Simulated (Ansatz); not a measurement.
**Deforming Cr**

```yaml
crystal:
  lattice:
    - [2.34067, 0.00000, 0.00000]
    - [0.00000, 2.34067, 0.00000]
    - [0.00000, 0.00000, 2.34067]
  atoms:
    - { symbol: Cr, position: [0.00000, 0.00000, 0.00000] }
```

The structure comes from a relaxation in the same program, started in the sc type, and has space group Pm-3m. Whether it is a known phase or the ground state wasn't checked.

These are results of DFT, PBE, all-electron LAPW, scalar-relativistic in Ansatz 0.2.0, not measurements.

Settings: a Γ-centred 16×16×16 k mesh, Fermi–Dirac smearing of 0.05 eV, basis error target 0.25 meV/atom, spin-polarised from start moments Cr 3 μB (the moments died away, and the run ended non-magnetic).

The unchanged cell is at -0.06 GPa.

In a metal, stresses and small energies carry noise from the k mesh.

x, y and z are the Cartesian axes of the cell as listed; fractional coordinates follow a strain, and an engineering shear is twice the off-diagonal strain component.

With z strained by +2 % at fixed volume: energy change +8 meV/atom; stress change (xx, yy, zz, yz, xz, xy) 3.53, 3.53, -6.43, 0.00, 0.00, 0.00 GPa, compression positive.

With equal xy, yz and zx engineering shear strains of -1.5 %: energy change -3 meV/atom; stress change (xx, yy, zz, yz, xz, xy) -0.06, -0.06, -0.06, -1.78, -1.78, -1.78 GPa, compression positive.
